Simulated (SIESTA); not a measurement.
The system is SnO.

```xyz
4
Lattice="3.8137 0.0000 0.0000 0.0000 3.8137 0.0000 0.0000 0.0000 4.8869" Properties=species:S:1:pos:R:3 pbc="T T T"
Sn    1.9068    0.0000    3.7367
Sn    0.0000    1.9068    1.1503
O     0.0000    0.0000    0.0000
O     1.9068    1.9068    0.0000
```

The cell is a database's computed one.

Program: SIESTA 5.4.2. Alike in all runs: task single point; level PBE; no spin polarisation; cell as given; k mesh 7 × 7 × 6; smearing fermi-dirac 0.05 eV; grid cutoff 800 Ry; energy shift 0.003 Ry. Hardware: 1 thread of AMD EPYC 9R45 96-Core Processor (Zen 5), with other jobs on the host.

Problem. Order these runs on this cell by their wall time, lowest first.
A. potentials or basis PseudoDojo 0.4 standard (PBE files), DZ (energy shift 0.003 Ry; two zetas on semicore shells)
B. potentials or basis PseudoDojo 0.4 standard (PBE files), TZDP (energy shift 0.003 Ry; two zetas on semicore shells)
C. potentials or basis PseudoDojo 0.4 standard (PBE files), DZP (energy shift 0.003 Ry; two zetas on semicore shells)

Solution. A (33 s), C (79 s), B (170 s).

Caveats: the basis has no polarisation orbitals (some runs).
